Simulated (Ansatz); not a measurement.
From the elastic tensor of Ru at 18 GPa (stress–strain coefficients) to moduli and sound speeds

Level of theory: Ansatz 0.2.0, DFT PBE, scalar-relativistic, plane waves, PAW. Plane waves to 420 eV; Γ-centred k mesh 18×18×10; Fermi-Dirac smearing of 0.15 eV. No spin polarisation.

The structure is hexagonal, space group P6_3/mmc (No. 194). Conventional cell: a = 2.674 Å, b = 2.674 Å, c = 4.230 Å, α = 90.00°, β = 90.00°, γ = 120.00°. Ru (site symmetry -6m2) has 12 Ru at 2.62 to 2.67 Å as nearest neighbours.

In a metal, frequencies and elastic constants depend on the k mesh and the smearing, soft modes and shear constants most.

Relaxed-ion constants (GPa, on the Cartesian axes of the calculation):
C11 = 692.7, C12 = 242.5, C13 = 225.2, C22 = 692.7, C23 = 225.2, C33 = 773.5, C44 = 213.1, C55 = 213.1, C66 = 225.1 GPa; the others vanish.

Density 12.814 g/cm³; 2 atoms in 26.19 Å³.

The values that follow are for a polycrystal of randomly turned grains, by Hill's mean where one number stands.

| Property | Result |
| --- | --- |
| Bulk modulus, Voigt / Reuss / Hill | 393.9 / 393.3 / 393.6 GPa |
| Shear modulus, Voigt / Reuss / Hill | 228.0 / 226.5 / 227.3 GPa |
| Young's modulus | 572 GPa |
| Poisson ratio | 0.258 |
| Pugh ratio B/G | 1.73 |
| Universal anisotropy index | 0.03 |
| Longitudinal and transverse sound speeds | 7373 and 4211 m/s |
| Debye temperature from the mean sound speed | 591 K |

Cost: 1 run of about 3.2 core-minutes, on AMD EPYC 9R45 (Zen 5) (shared hosts).

Compressed Ru is very stiff in both volume and shear, and nearly isotropic. The main reason is its 4d band filling: bonding states are largely occupied while most antibonding states remain empty, giving strong cohesion and resistance to changes in bond angle as well as bond length. Compression adds to this through greater d-orbital overlap and short-range repulsion.

The remaining anisotropy is systematic. C33 exceeds C11, and the full tensor makes the c axis less compressible than the basal plane, so c/a should rise slightly with further hydrostatic compression. The shorter contacts in the neighbour shell probably link adjacent layers, consistent with this axial stiffness. C44 lies only a little below C66, so the layers are not weakly coupled as in a lamellar solid.

The constants satisfy the elastic stability conditions for homogeneous strain at this pressure. The Pugh ratio of 1.73 lies too near the customary brittle–ductile boundary to classify the metal, whose plasticity depends on dislocation slip and twinning rather than elastic moduli alone.
